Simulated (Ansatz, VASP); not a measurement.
## AlN in VASP and in Ansatz

File INCAR:

```
ALGO = Normal ; EDIFF = 1E-6
ENCUT = 520 ; GGA = PE
ISIF = 2 ; ISMEAR = 0
LASPH = True ; LCHARG = False
LREAL = Auto ; LWAVE = False
NBANDS = 46 ; NELM = 100
PREC = Accurate ; SIGMA = 0.1
```

Contents of KPOINTS:

```
k-points
0
Gamma
  4 4 4
```

The input POSCAR:

```
AlN
1.0
    5.2470212900      0.0000000000      0.0000000000
    0.0000000000      5.2470212900      0.0000000000
    0.0000000000      0.0000000000      4.5156294600
Al N
8 8
Direct
    0.5000000000      0.7519741000      0.7927072700
    0.7480259000      0.0000000000      0.2927072700
    0.0000000000      0.7480259000      0.7072927300
    0.7519741000      0.5000000000      0.2072927300
    0.5000000000      0.2480259000      0.7927072700
    0.2519741000      0.0000000000      0.2927072700
    0.0000000000      0.2519741000      0.7072927300
    0.2480259000      0.5000000000      0.2072927300
    0.0000000000      0.7480259000      0.2927072700
    0.7519741000      0.5000000000      0.7927072700
    0.5000000000      0.7519741000      0.2072927300
    0.7480259000      0.0000000000      0.7072927300
    0.0000000000      0.2519741000      0.2927072700
    0.2480259000      0.5000000000      0.7927072700
    0.5000000000      0.2480259000      0.2072927300
    0.2519741000      0.0000000000      0.7072927300
```

Input for Ansatz:

```yaml
crystal:
  lattice:
    - [5.24702129, 0.0, 0.0]
    - [0.0, 5.24702129, 0.0]
    - [0.0, 0.0, 4.51562946]
  atoms:
    - { symbol: Al, position: [0.5, 0.7519741, 0.79270727] }
    - { symbol: Al, position: [0.7480259, 0.0, 0.29270727] }
    - { symbol: Al, position: [0.0, 0.7480259, 0.70729273] }
    - { symbol: Al, position: [0.7519741, 0.5, 0.20729273] }
    - { symbol: Al, position: [0.5, 0.2480259, 0.79270727] }
    - { symbol: Al, position: [0.2519741, 0.0, 0.29270727] }
    - { symbol: Al, position: [0.0, 0.2519741, 0.70729273] }
    - { symbol: Al, position: [0.2480259, 0.5, 0.20729273] }
    - { symbol: "N", position: [0.0, 0.7480259, 0.29270727] }
    - { symbol: "N", position: [0.7519741, 0.5, 0.79270727] }
    - { symbol: "N", position: [0.5, 0.7519741, 0.20729273] }
    - { symbol: "N", position: [0.7480259, 0.0, 0.70729273] }
    - { symbol: "N", position: [0.0, 0.2519741, 0.29270727] }
    - { symbol: "N", position: [0.2480259, 0.5, 0.79270727] }
    - { symbol: "N", position: [0.5, 0.2480259, 0.20729273] }
    - { symbol: "N", position: [0.2519741, 0.0, 0.70729273] }
basis:
  ecutwfc: 420
kpoints:
  mp_grid: { grid: [4, 4, 4] }
hamiltonian:
  xc: pbe
scf:
  occupations: { method: gaussian, width: 0.1 }
  lower_state_search: "off"
output:
  forces: true
  stress: true
  eigenvalues: true
```

Alike in both runs: task single point; functional PBE; k mesh 4 × 4 × 4; occupations gaussian, width 0.1 eV; no spin polarisation.

|  | VASP | Ansatz |
| --- | --- | --- |
| version | VASP 6.6.1 | Ansatz 0.2.0 |
| potentials or method | VASP PAW PBE potentials, release 64 (Al, N) | scalar-relativistic, plane waves, PAW |
| plane-wave cutoff (eV) | 520 | 420 |
| valence electrons in the cell | 64 | 64 |

Ansatz gave:

```
gap on the k mesh at the Fermi level (eV) : 4.83
least direct gap on the mesh (eV)         : 4.83
rms of the force components (eV/Å)        : 0.789
```

Estimate VASP's values.

gap on the k mesh at the Fermi level (eV): 4.80; least direct gap on the mesh (eV): 4.80; rms of the force components (eV/Å): 0.790.

Atom by atom the forces differ by 0.004 eV/Å (rms over components). The functional is the same, so the differences come from potentials, cutoffs and numerics.

Caveats: forces of over 1 eV/Å show positions far from the minimum, so gaps and moduli don't describe the material at rest. A k mesh can miss the band edges. Expect the measured gap to be larger: semilocal functionals such as PBE lack the derivative discontinuity.
